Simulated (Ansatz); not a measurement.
**GaAs: zone-centre modes**

All numbers below come from Ansatz 0.2.0, DFT PBE, scalar-relativistic, plane waves, PAW. The runs took a 420 eV cutoff, a Γ-centred 10×10×10 mesh and Gaussian smearing (0.03 eV). No spin polarisation.

Zero of the scan (relaxed at this level):

```
Ga As
1.0
     0.00000    2.87269    2.87269
     2.87269    0.00000    2.87269
     2.87269    2.87269    0.00000
Ga As
1 1
Direct
  0.00000 0.00000 0.00000
  0.75000 0.75000 0.75000
```

Harmonic modes by finite displacements of 0.02 Å, without the LO–TO term.

(1) At this geometry, is the structure stable against these modes?

(2) List the wavenumbers in cm⁻¹.

Results:

(1) Yes: no mode is imaginary beyond 10 cm⁻¹, and only the three translations lie near zero.

(2) 0, 0, 0, 252, 252, 252.

Cost: 1 run of about 1.8 core-minutes, on Intel Xeon Processor @ 2.50GHz (Skylake/Cascade Lake) (shared hosts).